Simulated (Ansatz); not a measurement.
We consider cubic perovskite LaAlO₃ (cubic high-temperature phase), described by PBE-D4 (PAW; Ansatz, a quantum-chemistry and plane-wave program).

Run with plane-wave cutoff 520 eV, 10×10×10 k mesh, Fermi–Dirac smearing 0.01 eV, scalar-relativistic PAW data made under PBE.

Pressure at four volumes; x = ln(V/10.850 Å³). One pressure is withheld.

```csv
V (Å³/atom),x,P (GPa)
10.199,-0.0619,14.14
10.850,0.0000,0.01
11.284,0.0392,-7.22
11.501,0.0583,?
```

Pass a parabola P(x) through the three rows shown, estimate the bulk modulus and its pressure derivative near zero pressure, and predict the withheld pressure.

Slopes between the rows: (0.01 − (14.14))/(0.0000 − (-0.0619)) = -228.27 and (-7.22 − (0.01))/(0.0392 − (0.0000)) = -184.44 GPa. Their difference over the span 0.1011 is c = 43.83/0.1011 = 433.5 GPa, so P(x) = 14.14 + (-228.27)(x − (-0.0619)) + 433.5 (x − (-0.0619))(x − (0.0000)). At the middle row B = −dP/dx = −[-228.27 + 433.5 × 0.0619] = 201.4 GPa, and B′ = dB/dP = 2c/B = 4.3. At x = 0.0583 the parabola gives -10.26 GPa; the run gives -10.30 GPa. The Birch–Murnaghan fit to the energies at all volumes has B0 = 200 GPa and B′ = 4.2.

Measured, for comparison: bulk modulus 215 ± 4 GPa (room temperature, no zero-point or thermal correction, cubic phase above 14 GPa, extrapolated to zero pressure; as tabulated in Guennou et al. (2011), arXiv:1105.1276). Computed (rounded) less measured: bulk modulus -7 %.

Note: the relaxation could not lower the start's symmetry, so the cell can be a saddle point above a distorted one.

Spin–orbit coupling is not included.
